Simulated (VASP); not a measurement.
ZrB2:

```
Zr B
1.0
     3.17000    0.00000    0.00000
    -1.58500    2.74530    0.00000
     0.00000    0.00000    3.53300
Zr B
1 2
Direct
  0.00000 0.00000 0.00000
  0.66667 0.33333 0.50000
  0.33333 0.66667 0.50000
```

Program: VASP 6.6.1. Alike in all runs: cell as given; cutoff (eV) 520.

Q: Order these runs on this cell by their pressure, lowest first.
A. level r2SCAN+rVV10; potentials or basis VASP PAW PBE potentials, release 64 (Zr_sv, B); spin off; k mesh 10 × 10 × 8; smearing tetrahedron; further INCAR settings ALGO = Normal; EDIFF = 1e-06
B. level BLYP+D4; potentials or basis VASP PAW PBE potentials, release 64 (Zr_sv, B); spin non-collinear, ferromagnetic start, SOC; k mesh 7 × 7 × 6; smearing gaussian 0.05 eV; further INCAR settings ALGO = Fast; EDIFF = 1e-07
C. level LDA; potentials or basis VASP PAW LDA potentials, release 64 (Zr_sv, B); spin off; k mesh 10 × 10 × 8; smearing gaussian 0.1 eV; further INCAR settings ALGO = Normal; EDIFF = 1e-06

A: C (-8.3 GPa), B (-3.4 GPa), A (0.1 GPa).

Caveats: the PAW data sets were made with another functional, which shifts forces and pressure a little (some runs); pairwise dispersion overbinds metals, which lowers pressure and volume (some runs).

Not every run made on this cell is shown here.
